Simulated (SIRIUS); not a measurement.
# Nb: equation of state with PBE+D3(BJ)

**What was measured.**

From “Pressure effects on the electronic structure and superconductivity of (TaNb)0.67(HfZrTi)0.33 high entropy alloy”, 2019, arxiv:1910.08312, for a bulk crystal of Nb: bulk modulus 169 GPa.

Crystal: Nb.

```
Nb
1.0
    -1.66395    1.66395    1.66395
     1.66395   -1.66395    1.66395
     1.66395    1.66395   -1.66395
Nb
1
Direct
  0.00000 0.00000 0.00000
```

```yaml
Program: SIRIUS 7.12.0
Task: equation of state
Functional: PBE
Dispersion: D3(BJ)
Potentials_or_basis: all-electron FP-LAPW
Cutoff: 163 eV
Basis: apw+lo standard
k_mesh: 11 × 11 × 11
Occupations: fermi-dirac, width 0.05 eV
Spin: no spin polarisation
Muffin_tin_radii: Nb 2.54 bohr
Basis_cutoff_gk_cutoff: 3.46 1/bohr
Cutoff_of_density_and_potential_pw_cutoff: 20 1/bohr
lmax_of_the_basis: 10
lmax_of_density_and_potential: 8
Valence_relativity: iora
Core_states: Nb 1s2s2p3s3p3d
```

| Property | Result |
| --- | --- |
| Equilibrium volume | 17.49 Å³/atom |
| Bulk modulus | 179 GPa |
| Pressure derivative of the bulk modulus | 3.2 |

Energy against volume, from the lowest point:
| volume (Å³/atom) | energy (meV/atom) |
| --- | --- |
| 17.322 | 0.00 |
| 17.691 | 0.27 |
| 18.060 | 8.86 |
| 18.428 | 25.21 |
| 18.797 | 48.06 |
| 19.165 | 77.68 |
| 19.534 | 112.89 |

It took 2 min on 1 thread of Arm Neoverse V2 (shared host), peak memory 0.3 GiB.

A measured bulk modulus of Nb is 169 GPa (quoted in “Pressure effects on the electronic structure and superconductivity of (TaNb)0.67(HfZrTi)0.33 high entropy alloy”, 2019, arxiv:1910.08312); the calculated 179 GPa misses it by +6.1 %. The fit is for a static lattice scaled at fixed shape and fixed fractional positions.
